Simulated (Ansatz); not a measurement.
FeO (Wuestite):

```
CELL_PARAMETERS angstrom
1.51882 0.87689 2.51958
-1.51882 0.87689 2.51958
0.00000 -1.75378 2.51958
ATOMIC_POSITIONS crystal
Fe 0.00000 0.00000 0.00000
O 0.50000 0.50000 0.50000
```

Base run:

| Item | Value |
| --- | --- |
| Program | Ansatz 0.2.0 |
| Functional | PBEsol |
| Potentials or basis | all-electron PAW datasets made for the crystal |
| Cutoff | 400 eV |
| Density cutoff | 1600 eV |
| k mesh | 11 × 11 × 11 |
| Occupations | fermi-dirac, width 0.05 eV |
| Spin | collinear spin, ferromagnetic start |
| Starting moments | [3.0, 0.0] μB |

Its results: pressure -9.5 GPa; net moment 4.00 μB per cell; site moments Fe +3.45; O +0.32 μB.

Problem. The run is repeated on the same cell with these changes: potentials or basis from all-electron PAW datasets made for the crystal to all-electron LAPW, non-relativistic; cutoff from 400 eV to 348 eV; density cutoff from 1600 eV to 1391 eV. What comes out?

Solution. Pressure -8.6 GPa; net moment 4.00 μB per cell; site moments Fe +3.61; O +0.34 μB.

Caveats: a cell with one magnetic atom can't hold antiferromagnetic order, which such compounds often take.

Not every run made on this cell is shown here.
